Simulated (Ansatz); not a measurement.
Input deck for Ansatz 0.2.0, then the block of the output on the nuclei.

The cell is an entry of the Crystallography Open Database (COD), relaxed with PBE at fixed cell and then changed (volume scaled by 1.02, ions relaxed).

```yaml
crystal:
  lattice:
    - [2.5165567739, -2.8789409493, 0.0]
    - [2.5165567739, 2.8789409493, 0.0]
    - [0.0, 0.0, 11.1936445303]
  atoms:
    - { symbol: Sn, position: [6.44665e-05, -6.44665e-05, -0.014181399] }
    - { symbol: Sn, position: [-6.44665e-05, 6.44665e-05, 0.485818601] }
    - { symbol: Sn, position: [0.499678216, 0.500321784, 0.271170967] }
    - { symbol: Sn, position: [0.500321784, 0.499678216, 0.771170967] }
    - { symbol: O, position: [0.9998128415, 0.5000024962, 0.378505216] }
    - { symbol: O, position: [0.0001871585, 0.4999975038, 0.878505216] }
    - { symbol: O, position: [0.4999975038, 0.0001871585, 0.378505216] }
    - { symbol: O, position: [0.5000024962, 0.9998128415, 0.878505216] }
kpoints:
  mp_grid: { grid: [8, 8, 3] }
scf:
  occupations: { method: fermi_dirac, width: 0.02 }
hamiltonian:
  xc: pbe
  pseudopotentials: { kind: paw }
output:
  forces: true
  stress: true
  populations: true
  efg:
    quadrupole_moments_barn: { Sn: -0.132, O: -0.02558 }
    contact_densities: true
  write_density: true
  write_potential: true
  elf: true
  volumetric_format: npy
relax:
  f_tol: 0.02
  max_steps: 60
```

The quadrupole moment typed for Sn is that of the 23.9 keV Mössbauer state of ¹¹⁹Sn; the ground state has I = 1/2 and no quadrupole moment.

```sh
ansatz run input.yaml --threads 1 --pin off --max-ram 3072MiB --backend cpu --events-out ev --progress --plain --runs-dir out
```

The run relaxes the ions first, and the block belongs to the relaxed positions.

Of the output, the block on the nuclei alone is shown; the set-up, the SCF iterations, energies, forces and stress are cut.

```
--- PAW observables at the nuclei: V_zz in 10²¹ V/m², potentials from the cell's mean, atoms counted from 1 ---
  atom   1  Sn V_zz =   -17.913407   η = 0.3202   by run symmetry: allowed   C_q = +57.1750 MHz
            electrostatic potential = -8170.932677 V   contact ρ = 1236430.099555 e/Å³
  atom   2  Sn V_zz =   -17.913407   η = 0.3202   by run symmetry: allowed   C_q = +57.1750 MHz
            electrostatic potential = -8170.932677 V   contact ρ = 1236430.099555 e/Å³
  atom   3  Sn V_zz =   -17.913644   η = 0.3202   by run symmetry: allowed   C_q = +57.1758 MHz
            electrostatic potential = -8170.932506 V   contact ρ = 1236430.109124 e/Å³
  atom   4  Sn V_zz =   -17.913644   η = 0.3202   by run symmetry: allowed   C_q = +57.1758 MHz
            electrostatic potential = -8170.932506 V   contact ρ = 1236430.109124 e/Å³
  atom   5  O  V_zz =    -4.844993   η = 0.5331   by run symmetry: allowed   C_q = +2.9967 MHz
            electrostatic potential = -623.696640 V   contact ρ = 2159.442576 e/Å³
  atom   6  O  V_zz =    -4.844993   η = 0.5331   by run symmetry: allowed   C_q = +2.9967 MHz
            electrostatic potential = -623.696640 V   contact ρ = 2159.442576 e/Å³
  atom   7  O  V_zz =    -4.844993   η = 0.5331   by run symmetry: allowed   C_q = +2.9967 MHz
            electrostatic potential = -623.696640 V   contact ρ = 2159.442576 e/Å³
  atom   8  O  V_zz =    -4.844993   η = 0.5331   by run symmetry: allowed   C_q = +2.9967 MHz
            electrostatic potential = -623.696640 V   contact ρ = 2159.442576 e/Å³
```

The relaxation (4 steps) took 72 s of wall time (68 s of CPU time) and 0.6 GiB at its peak, on 1 thread of Intel Xeon 6975P-C (Granite Rapids) (x86_64; 16 cores open to the job, memory cap 3.0 GiB, no GPU), a shared host with a load of 0.5 a core.

Without spin–orbit coupling (the program notes it for Sn) the gradients can shift somewhat, as the gap is small. The database positions were far from equilibrium, so the relaxed structure may not be the compound's real one.
